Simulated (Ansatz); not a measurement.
# Levels of theory for Sb2Se3 (tetradymite)

All numbers come from Ansatz 0.2.0. Values at 0 K without nuclear motion; no magnetic order is allowed, and the phase may be a hypothetical one.

Sb2Se3 (tetradymite), relaxed with r2SCAN+rVV10. It is trigonal, R-3m (No. 166); conventional cell a = 4.026 Å, c = 28.991 Å, 27.14 Å³ an atom. Sb has 6 Se at 2.79–2.99 Å; Se has 3 Sb at 2.79 Å; Se has 6 Sb at 2.99 Å.

```xyz
5
Lattice="2.0132 1.1623 9.6638 -2.0132 1.1623 9.6638 0.0000 -2.3246 9.6638" Properties=species:S:1:pos:R:3 pbc="T T T"
Sb    0.0000    0.0000   11.5390
Sb    0.0000    0.0000   17.4525
Se    0.0000    0.0000    6.2414
Se    0.0000    0.0000   22.7500
Se    0.0000    0.0000    0.0000
```

Relaxed lattice by functional, symmetry kept:

| functional | k mesh | a (Å) | c (Å) | volume (Å³/atom) |
| --- | --- | --- | --- | --- |
| PBE-D3(BJ) | 8×8×8 | 4.026 | 28.060 | 26.25 |
| r2SCAN+rVV10 | 6×6×6 | 4.026 | 28.991 | 27.14 |
| PBE-D4 | 6×6×6 | 4.023 | 28.062 | 26.22 |

On this one geometry the levels give:
```tsv
level	k mesh	gap (eV)	kind	edges	least direct gap (eV)
LDA	8×8×8	0.08	direct	Γ	0.08
PBE	8×8×8	0	–	–	–
PBE+SOC	8×8×8	0.10	direct	Γ	0.10
r2SCAN	8×8×8	0.17	direct	Γ	0.17
HSE06	4×4×4	0.30	direct	Γ	0.30
PBE0	4×4×4	0.78	direct	Γ	0.78
```
LDA, PBE, PBE+SOC, r2SCAN, HSE06: smearing of 0.02 eV; the others have fixed occupations.
Wave cutoffs: 420 eV, 500 eV (r2SCAN). Gaps under 0.1 eV (LDA, PBE+SOC) can't be told from a closed one: the bands may be in normal order or already inverted, which a gap's size doesn't show.

With HSE06 the gap is 0.30 eV and direct, at Γ. With PBE+SOC the gap is 0.10 eV and direct, at Γ. With so small a gap spin-orbit coupling can invert the bands, which the size of the gap doesn't show: the edges may have crossed and parted again.

The levels disagree on the kind of gap: direct with LDA, PBE+SOC, r2SCAN, HSE06, PBE0; zero gap with PBE.

Only the levels marked +SOC include spin-orbit coupling.
